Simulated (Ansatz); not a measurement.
## ScAl$_{3}$: energy along a strain

ScAl$_{3}$, Pm-3m, a = 4.105 Å. The structure is a Materials Project entry; whether it is the stable form wasn't checked. Ansatz: PBE, PAW, 420 eV, Γ-centred 12×12×12 mesh on 4 atoms, Gaussian smearing 0.15 eV; no spin polarisation. Cell vectors (Å): 4.105 0.000 0.000; 0.000 4.105 0.000; 0.000 0.000 4.105. The cell is strained by x per cent times the pattern (0 0 0 1 0 0) in the order xx yy zz yz xz xy (engineering shears), with fractional coordinates held. y is the free energy over the start, V0 = 17.298 Å³/atom. Symmetry makes y even in x. Points with a strain past 8.5 % were computed too (2) and aren't used here.

```
x (%) y (meV/atom)
-5.00          9.58
 0.00          0.00
 1.25          0.59
 2.50          2.37
 3.75          5.37
 6.25         15.02
 7.50             ?
```

Fit y = c2 x² + c4 x⁴ to the other rows, get the stiffness along the pattern, and predict the missing energy.

Least squares on the rows shown. y = 0.38018 x² + 0.00011229 x⁴. The clamped-ion stiffness p·C·p = 2 × 3.802 eV × 160.2 / 17.298 Å³ = 70 GPa, which is C44 in these axes. At x = 7.50 the fit asked for gives 21.74 meV/atom. The run gave 21.69 meV/atom, so the fit is 0.05 meV/atom too high, a small miss on the scale of the series.